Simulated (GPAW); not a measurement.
# Ge (I4_1/amd) in GPAW: single point with r2SCAN

Aim: the single point of Ge with r2SCAN.

All numbers are computed with GPAW 26.7.0; they aren't measurements. Logs are shortened: lines on timing, memory, paths and dates and some standing lists are left out, and cuts for length are marked. The log counts tension as positive stress, the text compression.

**1. Starting point**

The structure is tetragonal, space group I4_1/amd (No. 141). Conventional cell: a = 5.149 Å, b = 5.149 Å, c = 2.795 Å, α = 90.00°, β = 90.00°, γ = 90.00°. Ge (site symmetry -4m2) is surrounded by 6 Ge at 2.67 to 2.79 Å.

This isn't the form of Ge at room conditions, which is diamond.

**2. Single point, r2SCAN**

File run.py:

```python
from ase.dft.bandgap import bandgap
from ase.io import read, write
from ase.units import GPa
from gpaw import GPAW, PW

atoms = read('Ge.cif')

calc = GPAW(mode=PW(450),
            xc='MGGA_X_R2SCAN+MGGA_C_R2SCAN',
            kpts={'size': (9, 9, 9), 'gamma': True},
            occupations={'name': 'fermi-dirac', 'width': 0.05},
            nbands=11,
            maxiter=120,
            txt='gpaw.txt')
atoms.calc = calc
energy = atoms.get_potential_energy()
forces = atoms.get_forces()
stress = atoms.get_stress()
calc.write('gs.gpw')
write('result.traj', atoms)
print(f'Energy: {energy:.6f} eV')
print('Forces (eV/A):')
print(forces.round(4))
print('Stress (GPa):', (stress / GPa).round(3))
print('Fermi level:', round(calc.get_fermi_level(), 4), 'eV')
print(f'Gap: {bandgap(calc)[0]:.4f} eV, direct: {bandgap(calc, direct=True)[0]:.4f} eV')
```

File Ge.cif:

```cif
data_Ge
_cell_length_a 3.89984060
_cell_length_b 3.89984060
_cell_length_c 3.89984060
_cell_angle_alpha 97.37698365
_cell_angle_beta 97.37698365
_cell_angle_gamma 138.00520065
_space_group_name_H-M_alt 'P1'
_space_group_name_Hall 'P 1'
_space_group_IT_number 1
loop_
_space_group_symop_operation_xyz
'x,y,z'
loop_
_atom_site_label
_atom_site_type_symbol
_atom_site_symmetry_multiplicity
_atom_site_Wyckoff_symbol
_atom_site_fract_x
_atom_site_fract_y
_atom_site_fract_z
_atom_site_occupancy
Ge1 Ge 1 a 0.5000000000 0.5000000000 0.0000000000 1
Ge2 Ge 1 a 0.2500000000 0.7500000000 0.5000000000 1
```

Potentials or basis: GPAW PAW data sets (gpaw-data 1.2.1), pw.

On the command line:

```sh
$ OMP_NUM_THREADS=1 python run.py
```

gpaw.txt:

```text
__  _  _
 | _ |_)|_||  |
 |__||  | ||/\| - 26.7.0

Input parameters:
  mode=PW(ecut=450.00000000000006),
  kpts=MonkhorstPack(size=(9, 9, 9), gamma=True),
  maxiter=120,
  nbands=11,
  occupations=Occupations(name='fermi-dirac', width=0.05),
  xc=XC(name='MGGA_X_R2SCAN+MGGA_C_R2SCAN')

Diagonalizing LCAO Hamiltonian
Converting LCAO to pw mode

       Ge

            Ge

Atoms  # Å, Bohr magnetons
|   | symbol |         x |        y |        z |    initial magnetic moments |
|---|--------|-----------|----------|----------|-----------------------------|
| 0 |     Ge |  0.500729 | 1.304620 | 0.000000 | ( 0.0000,  0.0000,  0.0000) |
| 1 |     Ge | -1.449192 | 1.304620 | 1.820439 | ( 0.0000,  0.0000,  0.0000) |

Unit cell  # Å
| periodic |         x |         y |        z |  lengths |     angles |
|----------|-----------|-----------|----------|----------|------------|
|      yes |  3.899841 |  0.000000 | 0.000000 | 3.899841 |  97.376984 |
|      yes | -2.898383 |  2.609240 | 0.000000 | 3.899841 |  97.376984 |
|      yes | -0.500729 | -1.304620 | 3.640878 | 3.899841 | 138.005201 |

Number of symmetries: 8
Symmetry operations  # r_c * U_cc + t_c -> r_c
|   | kind |            matrix            |
|---|------|------------------------------|
| 0 |  σ   |  1, 1, 1,  0, 0,-1,  0,-1, 0 |
| 1 |  E   |  1, 0, 0,  0, 1, 0,  0, 0, 1 |
| 2 |  C2  |  0, 1, 0,  1, 0, 0, -1,-1,-1 |
| 3 |  S4  |  0, 0, 1, -1,-1,-1,  0, 1, 0 |
| 4 |  σ   |  0, 0,-1,  1, 1, 1, -1, 0, 0 |
| 5 |  C2  |  0,-1, 0, -1, 0, 0,  0, 0,-1 |
| 6 |  C2  | -1, 0, 0,  0,-1, 0,  1, 1, 1 |
| 7 |  S4  | -1,-1,-1,  0, 0, 1,  1, 0, 0 |

BZ-sampling:
  Number of BZ points: 729
  Number of IBZ points: 75

  Monkhorst-Pack size: [9, 9, 9]
  Monkhorst-Pack shift: [0, 0, 0]

K-points  # in reciprocal-cell coordinates
|     |                                coordinates |     weight |
|-----|--------------------------------------------|------------|
|   0 | (  0.00000000,   0.00000000,   0.00000000) | 0.00137174 |
|   1 | (  0.11111111,  -0.11111111,   0.00000000) | 0.00548697 |
|   2 | (  0.11111111,  -0.11111111,   0.11111111) | 0.00548697 |
|   3 | (  0.11111111,   0.00000000,   0.00000000) | 0.01097394 |
|   4 | (  0.11111111,   0.11111111,  -0.11111111) | 0.00274348 |
|   5 | (  0.22222222,  -0.22222222,   0.00000000) | 0.00548697 |
|   6 | (  0.22222222,  -0.22222222,   0.11111111) | 0.01097394 |
|   7 | (  0.22222222,  -0.22222222,   0.22222222) | 0.00548697 |
|   8 | (  0.22222222,  -0.11111111,   0.00000000) | 0.02194787 |
|   9 | (  0.22222222,  -0.11111111,   0.11111111) | 0.01097394 |
| ... |                                            |            |
|  74 | (  0.44444444,   0.44444444,   0.44444444) | 0.01097394 |

Plane wave coefficients: 812
Cutoff: 450.00000000000006 eV

Spin-components: 1 (collinear spins)
Bands:           11
Projectors:      10
Spin-degeneracy: 2
Datatype:        complex128

Parallelization:
  kpt:    1
  domain: 1
  band:   1

Density:
  Valence electrons: 8.0
  Components: 1
  Grid points: [20 20 20]
  Charge: 0.0  # |e|

Potential:
  Grid points: [20 20 20]

species:
  Ge:
    name:    Germanium
    Z:       32.0
    valence: 4
    core:    28
    charge:  0.0  # [|e|]
    compensation charges:
      type: gauss
      rc: 0.32  # [Å]
      lmax: 2
    cutoffs:
      filter: 1.77  # [Å]
      core: 3.42  # [Å]
    projectors
    | kind |    occ | energy [eV] | rcut [Å] |
    |------|--------|-------------|----------|
    |   4s |  2.000 |     -11.726 |    1.005 |
    |   4p |  2.000 |      -3.896 |    1.005 |
    |    s |        |      15.485 |    1.005 |
    |    p |        |      23.315 |    1.005 |
    |    d |        |       0.000 |    1.005 |

    Using partial waves for Ge as LCAO basis

Reference energy: -114195.275705  # eV

eigensolver:
  PPCG
  Converge bands: occupied
  niter=2

density mixing:
  MSR1-Mixer
  Pratt-step length: 0.05
  Maximum mixing coefficient: 0.75
  Old densities: 10
  SVD Regularization: 0.005
  Good broyden scale: 1.0
  Trust region scale: 1.0
  Backstep threshold: 4.0
  History deletion threshold: 6.0
  Fourier metric: weight=20.0, sigma=0.015

occupation numbers:
  Fermi-Dirac:
    width: 0.0500  # eV

poisson solver:
  ecut: 3600.0000000000005  # eV

xc functional:
  name: MGGA_X_R2SCAN+MGGA_C_R2SCAN with 2 nearest neighbor stencil

convergence criteria:
- Maximum [total energy] change in last 3 cyles: 0.0005 eV / valence electron
- Maximum integral of absolute [dens]ity change: 0.0001 electrons / valence electron
- Maximum integral of absolute [eigenst]ate change: 4e-08 eV^2 / valence electron
maximum number of iterations: 120

SCF iterations
|iter     | |      energy | eigst |  dens |
|---------|-|-------------|-------|-------|
|iter:   1| |  -25.007317 | -0.67 |       |
|iter:   2| |  -24.197497 | -2.32 | -1.20 |
|iter:   3| |-3462.354928 | +3.15 | -1.17 |
|iter:   4| |  -22.894116 | +2.03 | +1.17 |
|iter:   5| |  -24.260547 | -0.74 | -1.34 |
|iter:   6| |  -24.259970 | -2.95 | -1.72 |
|iter:   7| |  -24.259952c| -3.44 | -1.87 |
|iter:   8| |  -24.259954c| -5.67 | -2.72 |
|iter:   9| |  -24.259951c| -6.86 | -2.92 |
|iter:  10| |  -24.259950c| -7.65c| -3.15 |
|iter:  11| |  -24.259950c| -7.41c| -3.31 |
|iter:  12| |  -24.259949c| -7.68c| -3.59 |
|iter:  13| |  -24.259949c| -7.45c| -3.97 |
|iter:  14| |  -24.259949c| -7.86c| -4.33c|

Converged in 14 steps
Energy contributions relative to reference atoms: (reference = -114195.275705)

Energy contributions:
  Kinetic:          16.550108
  Coulomb:         -14.133506
  Zero:             -0.047805
  External:          0.000000
  Xc:              -26.625952
  Entropy:          -0.005590
  Spinorbit:         0.000000
  ----------------------------
  Free energy:     -24.262745
  Extrapolated:    -24.259949

dipole moment: (-5.120515, 6.851023, -11.883702)  # |e|*Ang

Fermi level: 7.902
Eigenvalues  # (at kpt = [0.000, 0.000, 0.000])
| band index |      eig [eV] | occ [0-2] |
|------------|---------------|-----------|
|          0 |        -6.057 |     2.000 |
|          1 |         3.732 |     2.000 |
|          2 |         5.341 |     2.000 |
|          3 |         5.342 |     2.000 |
|          4 |        11.622 |     0.000 |
|          5 |        15.874 |     0.000 |
|          6 |        15.875 |     0.000 |
|          7 |        16.440 |     0.000 |
|          8 |        16.675 |     0.000 |
|          9 |        19.781 |     0.000 |
|         10 |        20.685 |     0.000 |

No gap
No difference between direct/indirect transitions

Forces  # eV/Ang
|       x |       y |       z |
|---------|---------|---------|
| 0.00000 | 0.00000 | 0.00000 |  # Ge   0
| 0.00000 | 0.00000 | 0.00000 |  # Ge   1

Stress tensor  # eV/Ang^3
|         x |         y |         z |
|-----------|-----------|-----------|
| -0.000816 | -0.000714 | -0.000000 |
| -0.000714 | -0.002401 | -0.000000 |
| -0.000000 | -0.000000 | -0.000542 |

# Writing to gs.gpw (mode='')
```

It took 31 s on 1 thread of Intel Xeon Platinum 8488C (Sapphire Rapids), shared host; peak memory 0.19 GiB.

Results:

- Free energy: -24.2627 eV
- Pressure: 0.2 GPa
- Band gap on the k mesh: none (metal or under the smearing width)

Stress tensor (GPa, compression positive):
```
0.13 0.11 0.00
0.11 0.38 0.00
0.00 0.00 0.09
```

Levels at points of the mesh, in eV from the Fermi level:
| k point | band 2 | band 3 | band 4 | band 5 | band 6 | band 7 |
| --- | --- | --- | --- | --- | --- | --- |
| (0.00, 0.00, 0.00) | -4.17 | -2.56 | -2.56 | 3.72 | 7.97 | 7.97 |

Caveat: the cutoff is short for stress and forces, so pressures can be off by a GPa or more; the PAW data sets were made with another functional, which shifts forces and pressure a little.
